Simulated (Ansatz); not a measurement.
# MnS (Rambergite): the cost of one run

Computed with Ansatz 0.2.0 (DFT PBE, scalar-relativistic, plane waves, PAW, unless a step's input says otherwise).

The COD entry's cell or inner coordinates are ideal or old and differ from later refinements, so a difference from it is no clean test against experiment.

**1. The structure to begin with**

The structure is hexagonal, space group P6_3mc (No. 186). The conventional cell has a = 4.014 Å, b = 4.014 Å, c = 6.462 Å, α = 90.00°, β = 90.00°, γ = 120.00°. Around Mn (site symmetry 3m) lie 4 S at 2.44 to 2.45 Å. S (site symmetry 3m) has 4 Mn at 2.44 to 2.45 Å as nearest neighbours.

Structure file:

```
Mn S
1.0
     4.01429    0.00000    0.00000
    -2.00715    3.47648    0.00000
     0.00000    0.00000    6.46234
Mn S
2 2
Cartesian
  0.0000 2.3177 0.0176
  2.0071 1.1588 3.2487
  0.0000 2.3177 2.4704
  2.0071 1.1588 5.7016
```

An earlier run at PBE left this cell at 22.546 Å³/atom and -0.02 GPa (10×10×6 mesh).

**2. Antiferromagnetic, in the cell as typed**

input.yaml reads:

```yaml
crystal:
  lattice:
    - [4.0142949372, 0.0, 0.0]
    - [-2.0071474686, 3.4764813939, 0.0]
    - [0.0, 0.0, 6.4623397528]
  atoms:
    - { symbol: Mn, position: [0.3333333333, 0.6666666667, 0.0027181913], spin: 5.0 }
    - { symbol: Mn, position: [0.6666666667, 0.3333333333, 0.5027181913], spin: -5.0 }
    - { symbol: S, position: [0.3333333333, 0.6666666667, 0.3822818087] }
    - { symbol: S, position: [0.6666666667, 0.3333333333, 0.8822818087] }
basis:
  ecutwfc: 420
  ecutrho_ratio: 4
kpoints:
  mp_grid: { grid: [10, 10, 6] }
hamiltonian:
  xc: pbe
scf:
  occupations: { method: gaussian, width: 0.05 }
  lower_state_search: "off"
output:
  forces: true
  stress: true
  eigenvalues: true
  populations: true
magnetization:
  spin_polarized: true
```

Run with:

```console
$ ansatz run input.yaml --threads 2 --pin off --max-ram 5120MiB --backend cpu --events-out ev --progress --plain --runs-dir out
```

What time and memory should one allow on 2 threads of Intel Xeon at 2.70GHz, shared host?

About 37 s, with a peak of 0.6 GiB.
